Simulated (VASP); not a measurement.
## GeSb2Te4: relaxation of cell and atoms with PBE

Crystal: GeSb2Te4.

```
CELL_PARAMETERS angstrom
0.10066 6.31302 6.40391
6.49756 0.02834 6.47623
6.35893 6.24671 0.16698
ATOMIC_POSITIONS crystal
Ge 0.26464 0.25725 0.24725
Ge 0.01001 0.99915 0.98775
Sb 0.60112 0.64902 0.62843
Sb 0.11495 0.64622 0.61524
Sb 0.63452 0.11258 0.63131
Sb 0.59693 0.60444 0.14199
Te 0.36160 0.84081 0.39113
Te 0.39087 0.37124 0.39635
Te 0.38193 0.39105 0.84132
Te 0.86421 0.39348 0.34119
Te 0.39652 0.85252 0.87641
Te 0.86061 0.40006 0.86513
Te 0.87195 0.86017 0.40563
Te 0.86070 0.87317 0.87514
```

The cell was built by a generator and needn't be a form met in nature.

- Program: VASP 6.6.1
- Task: relaxation of cell and atoms
- Functional: PBE
- Potentials or basis: VASP PAW PBE potentials, release 64 (Ge_d, Sb, Te)
- Cutoff: 520 eV
- k mesh: 3 × 3 × 3
- Occupations: gaussian, width 0.15 eV
- Spin: no spin polarisation
- Further INCAR settings: PREC = Normal; LREAL = Auto; ALGO = Fast; EDIFF = 1e-05; ISYM = 0; IBRION = 2; EDIFFG = -0.03; NSW = 110; ISIF = 3

| Quantity | Value |
| --- | --- |
| Relaxed volume | 36.65 Å³/atom |
| Relaxed cell | a = 9.006 Å, b = 8.982 Å, c = 8.997 Å, α = 60.07°, β = 59.59°, γ = 59.97° |
| Space group after relaxing (to 0.05 Å) | Cc (No. 9) |
| Energy gained by relaxing | 64.2 meV/atom |
| Ionic steps | 28 |
| Pressure after relaxing | 0.0 GPa |
| Largest force after relaxing | 0.025 eV/Å |
| Band gap on the k mesh | 0.51 eV, indirect (least direct gap 0.69 eV) |

Forces on the atoms (eV/Å):
```
Ge   0.003 -0.001  0.005
Ge  -0.001  0.001  0.000
Sb  -0.003  0.014 -0.013
Sb  -0.003 -0.002  0.011
Sb  -0.008 -0.002 -0.006
Sb   0.014  0.007  0.010
Te   0.011  0.006 -0.005
Te  -0.006 -0.012  0.016
Te   0.001 -0.008 -0.002
Te   0.003  0.012 -0.016
Te  -0.005 -0.010 -0.012
Te   0.004  0.010  0.000
Te  -0.006 -0.001 -0.010
Te  -0.005 -0.013  0.021
```

Step by step:
```
step  energy change (eV)  largest force (eV/Å)  pressure (GPa)  volume (Å³)
   1              0.0000                1.3805            1.64       507.83
   2             -0.5198                0.6380           -1.04       535.36
   3             -0.5201                0.6480           -1.04       534.71
   4             -0.7110                0.4417           -0.39       522.21
   5             -0.7826                0.2962            0.47       508.70
   6             -0.8269                0.2569           -0.03       513.19
   7             -0.8275                0.2618           -0.08       513.79
   8             -0.8488                0.1968           -0.07       513.36
   9             -0.8655                0.1302           -0.03       512.75
  10             -0.8561                0.2342            0.08       511.49
  11             -0.8686                0.1249           -0.02       512.34
  12             -0.8772                0.1142            0.09       511.40
  13             -0.8777                0.1158            0.11       511.13
  14             -0.8844                0.0815           -0.03       513.41
  15             -0.8854                0.1022           -0.09       514.64
  16             -0.8885                0.0874            0.02       512.93
  17             -0.8890                0.0932            0.12       512.09
  18             -0.8907                0.0780            0.09       512.21
  19             -0.8938                0.0534            0.06       512.58
  20             -0.8942                0.0616            0.04       512.71
  21             -0.8943                0.0673            0.03       512.85
  22             -0.8956                0.0549            0.00       513.37
  23             -0.8961                0.0515           -0.07       514.08
  24             -0.8970                0.0454           -0.03       513.76
  25             -0.8979                0.0467            0.02       513.04
  26             -0.8984                0.0416           -0.01       513.18
  27             -0.8987                0.0308           -0.02       513.32
  28             -0.8992                0.0249            0.01       513.13
```

Final structure:
```
Ge Sb Te
1.0
     0.01570    6.39002    6.34568
     6.34392    0.00571    6.35852
     6.33464    6.38911    0.01456
Ge Sb Te
2 4 8
Direct
  0.24839 0.24994 0.24991
  0.99742 0.00070 0.99873
  0.62215 0.62941 0.61954
  0.12139 0.62396 0.62703
  0.62515 0.12450 0.62644
  0.62000 0.62274 0.12442
  0.37653 0.85814 0.38038
  0.37845 0.37549 0.38656
  0.37695 0.38321 0.85653
  0.85620 0.38269 0.37605
  0.39054 0.86973 0.86929
  0.86344 0.39330 0.86596
  0.86982 0.86910 0.39034
  0.86414 0.86825 0.87310
```

Levels at points of the mesh, in eV from the valence-band top:
```tsv
k point	band 46	band 47	band 48	band 49	band 50	band 51
(0.00, 0.00, 0.00)	-0.96	-0.94	-0.54	0.51	0.52	0.52
```

It took 29 min on 4 MPI ranks on Intel(R) Xeon(R) Platinum 8488C (Sapphire Rapids) (shared host), peak memory 0.26 GiB a rank.

Caveat: spin-orbit coupling is left out, which moves the levels of the heavy elements; an odd mesh through Γ misses points on the zone boundary, where band edges often lie.
